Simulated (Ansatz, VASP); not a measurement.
ZnAu in VASP and in Ansatz

The input INCAR:

```
PREC = Accurate
ENCUT = 520
EDIFF = 1E-7
ISMEAR = -1
SIGMA = 0.05
LREAL = False
LASPH = True
NELM = 100
ALGO = Normal
ISIF = 2
LWAVE = False
LCHARG = False
GGA = PS
NBANDS = 18
```

KPOINTS

```
regular mesh
0
Gamma
  8 8 8
```

The input POSCAR:

```
ZnAu
1.0
    3.2087215522      0.0000000000      0.0000000000
    0.0000000000      3.2087215522      0.0000000000
    0.0000000000      0.0000000000      3.2087215522
Au Zn
1 1
Direct
    0.0000000000      0.0000000000      0.0000000000
    0.5000000000      0.5000000000      0.5000000000
```

File input.yaml:

```yaml
crystal:
  lattice:
    - [3.2087215522, 0.0, 0.0]
    - [0.0, 3.2087215522, 0.0]
    - [0.0, 0.0, 3.2087215522]
  atoms:
    - { symbol: Au, position: [0.0, 0.0, 0.0] }
    - { symbol: Zn, position: [0.5, 0.5, 0.5] }
kpoints:
  mp_grid: { grid: [8, 8, 8] }
scf:
  occupations: { method: fermi_dirac, width: 0.05 }
hamiltonian:
  xc: pbesol
  pseudopotentials: { kind: all_electron, lapw: { basis_error: 0.0005 } }
output:
  forces: true
  stress: true
  eigenvalues: true
```

Change from the starting cell: volume scaled by 1.06.

Alike in both runs: task single point; functional PBEsol; k mesh 8 × 8 × 8; occupations fermi-dirac, width 0.05 eV; no spin polarisation.

|  | VASP | Ansatz |
| --- | --- | --- |
| version | VASP 6.6.1 | Ansatz 0.2.0 |
| potentials or method | VASP PAW PBE potentials, release 64 (Au, Zn) | all-electron LAPW, scalar-relativistic |
| plane-wave cutoff (eV) | 520 | see its input |

```csv
,VASP,Ansatz,Ansatz less VASP
gap on the k mesh at the Fermi level (eV),none,none,-
pressure (GPa),-8.5,-8.6,-0.10
```

A gap of «none» marks a metal or a gap that the smearing closes. Ansatz ran all-electron here, so the differences hold the error of VASP's frozen core and of both bases.

Caveats: the PAW data sets were made with another functional, which shifts forces and pressure a little (VASP). Spin-orbit coupling is left out, which matters for the levels of Au.
